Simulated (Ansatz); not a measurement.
# PbS: band structure with m-r2SCAN

Crystal: PbS.

```
Pb S
1.0
     2.07995   -5.99130    0.00000
     2.07995    5.99130    0.00000
     0.00000    0.00000    4.27932
Pb S
2 2
Cartesian
  2.0800 4.4268 1.0698
  2.0800 -4.4268 3.2095
  2.0800 1.7399 1.0698
  2.0800 -1.7399 3.2095
```

Measurements of this composition are mostly on another form, of space group No. 225.

```yaml
Program: Ansatz 0.2.0
Task: band structure
Functional: m-r2SCAN
Potentials_or_basis: Ansatz PAW
Cutoff: "500 eV (not typed: the program's choice for these potentials)"
k_mesh: 7 × 7 × 6
Occupations: fermi-dirac, width 0.05 eV
Spin: no spin polarisation
Path: "[[\"G\", \"X\", \"S\", \"R\", \"A\", \"Z\", \"G\", \"Y\", \"X1\", \"A1\", \"T\", \"Y\"], [\"Z\", \"T\"]]"
Points_for_each_segment_of_the_path: 14
```

```yaml
Pressure: -0.1 GPa
Largest_force: 0.038 eV/Å
Band_gap_on_the_k_mesh: 1.53 eV, indirect (least direct gap 1.79 eV)
Band_gap_along_the_path: 1.40 eV, indirect (least direct gap 1.55 eV)
```

Forces on the atoms (eV/Å):
```
Pb   0.000 -0.011  0.000
Pb   0.000  0.011  0.000
S    0.000  0.038  0.000
S    0.000 -0.038  0.000
```

Stress tensor (GPa, compression positive):
```
 0.02  0.00  0.00
 0.00 -0.13  0.00
 0.00  0.00 -0.05
```

Levels at the corners of the path, in eV from the valence-band top:
```
point  band 16  band 17  band 18  band 19  band 20  band 21  band 22  band 23  band 24  band 25
    Γ    -3.08    -2.53    -1.78    -1.61    -0.58     5.02     5.05     5.21     5.96     6.11
    X    -1.49    -1.49    -1.36    -0.67    -0.27     1.93     2.13     2.34     2.95     3.74
    S    -2.12    -1.48    -1.30    -0.40    -0.39     2.08     2.12     2.47     3.27     3.43
    R    -4.44    -3.24    -3.24    -1.57    -1.57     3.72     3.72     5.63     5.63     6.79
    A    -4.46    -2.88    -2.88    -1.59    -1.59     3.51     3.51     6.09     6.09     6.62
    Z    -2.85    -1.24    -1.24    -0.15    -0.15     2.12     2.12     3.05     3.05     5.35
    Γ    -3.08    -2.53    -1.78    -1.61    -0.58     5.02     5.05     5.21     5.96     6.11
    Y    -2.77    -2.07    -1.99    -1.44    -0.54     1.40     4.79     5.17     5.32     5.90
   X1    -1.49    -1.49    -1.36    -0.67    -0.27     1.93     2.13     2.34     2.95     3.74
   A1    -4.46    -2.88    -2.88    -1.59    -1.59     3.51     3.51     6.09     6.09     6.62
    T    -1.36    -1.34    -1.34    -0.46    -0.46     1.99     1.99     3.47     3.47     3.76
    Y    -2.77    -2.07    -1.99    -1.44    -0.54     1.40     4.79     5.17     5.32     5.90
    Z    -2.85    -1.24    -1.24    -0.15    -0.15     2.12     2.12     3.05     3.05     5.35
    T    -1.36    -1.34    -1.34    -0.46    -0.46     1.99     1.99     3.47     3.47     3.76
```

Wall time 23 s on 2 threads of AMD EPYC 7B13 (Zen 3) (shared host), peak memory 0.87 GiB.

Caveat: the k mesh misses the band edges, so the gap on the mesh is wider than the one along the path; spin-orbit coupling is left out, which as a rule narrows the gap of such compounds by several tenths of an eV; the PAW data sets come from PBE, with cores solved anew for the run's functional, which leaves a small shift of forces and pressure.
